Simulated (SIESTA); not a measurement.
The system is Ge.

```xyz
2
Lattice="0.0000 2.8289 2.8289 2.8289 0.0000 2.8289 2.8289 2.8289 0.0000" Properties=species:S:1:pos:R:3 pbc="T T T"
Ge    4.2434    4.2434    4.2434
Ge    2.8289    2.8289    2.8289
```

* Program: SIESTA 5.4.2
* Task: relaxation of cell and atoms
* Functional: optB88-vdW
* Potentials or basis: PseudoDojo 0.4 standard (PBE files)
* Basis: DZP (energy shift 0.002 Ry)
* Grid cutoff: 800 Ry
* Energy shift: 0.002 Ry
* k mesh: 8 × 8 × 8
* Occupations: fermi-dirac, width 0.05 eV
* Spin: no spin polarisation

At the start: pressure 7.2 GPa; volume 22.64 Å³/atom.

Task: Where does the relaxation end?

Result: Over 4 steps the energy falls by 50.1 meV/atom and the volume is 25.18 Å³/atom (+11.2 %); space group Fd-3m (No. 227, to 0.05 Å).

Step by step:
```tsv
step	energy change (eV)	largest force (eV/Å)	pressure (GPa)	volume (Å³)
1	0.0000	0.0000	7.24	45.28
2	-0.0390	0.0000	5.35	46.28
3	-0.0980	0.0000	1.01	49.51
4	-0.1002	0.0000	-0.03	50.37
```

Final structure:
```
Ge
1.0
     0.00001    2.93119    2.93119
     2.93119    0.00001    2.93119
     2.93119    2.93119    0.00001
Ge
2
Direct
  0.75000 0.75000 0.75000
  0.50000 0.50000 0.50000
```

Caveat: semicore shells carry a single zeta, which can move pressures by several GPa and volumes by a few percent; the potentials were made for another functional, which shifts forces and pressure; the volume moved by +11 % from the deposited cell, more than functionals usually miss; the basis of atomic orbitals isn't converged, which shifts pressures, moduli and gaps.
